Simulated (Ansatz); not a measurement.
# HfO₂: Quadrupolar parameters

The cell is a COD entry, ions relaxed with PBE at fixed cell.

```cif
data_HfO2
_symmetry_space_group_name_H-M 'P2_1/c'
_symmetry_Int_Tables_number 14
_cell_length_a 5.1180
_cell_length_b 5.1857
_cell_length_c 5.2841
_cell_angle_alpha 90.000
_cell_angle_beta 99.352
_cell_angle_gamma 90.000
loop_
_atom_site_label
_atom_site_type_symbol
_atom_site_symmetry_multiplicity
_atom_site_Wyckoff_symbol
_atom_site_fract_x
_atom_site_fract_y
_atom_site_fract_z
Hf Hf 4 e 0.2767 0.0419 0.2081
O5 O 4 e 0.4466 0.7584 0.4803
O9 O 4 e 0.0726 0.3393 0.3389
```

One atom of each set is listed.

Level of theory: DFT, PBEsol, plane waves and PAW, scalar-relativistic, 420 eV cutoff, Γ-centred 6×6×6 k-points, Fermi–Dirac smearing 0.02 eV (Ansatz 0.2.0).

V_zz is the principal component of the electric field gradient with the largest magnitude, η = (V_xx − V_yy)/V_zz and C_Q = eQV_zz/h.

¹⁷⁹Hf: I = 9/2, Q = 3793 mb; ¹⁷O: I = 5/2, Q = -25.58 mb. Quadrupole moments are those of Pyykkö's year-2017 table.

Question: What field gradients does the calculation give at each kind of site?

Answer: 

| site | atoms | first shell | V_zz (10²¹ V/m²) | η | C_Q (MHz) |
| --- | --- | --- | --- | --- | --- |
| Hf | 4 | 7 O at 2.04–2.24 Å | 12.50 | 0.16 | 1146 |
| O5 | 4 | 4 Hf at 2.14–2.24 Å | 1.08 | 0.94 | -0.669 |
| O9 | 4 | 3 Hf at 2.04–2.15 Å | -1.20 | 0.92 | 0.744 |

Without spin–orbit coupling the gradients at and beside Hf can be off by some per cent, at some sites by more. Where η is near 1 the sign of V_zz means little.

The run took 17 s of wall time (64 s of CPU time) and 1.1 GiB at its peak, on 4 threads of Intel Xeon Platinum 8375C CPU @ 2.90GHz (Ice Lake) (x86_64; 16 cores open to the job, memory cap 8.0 GiB, no GPU), a shared host with a load of 0.6 a core.
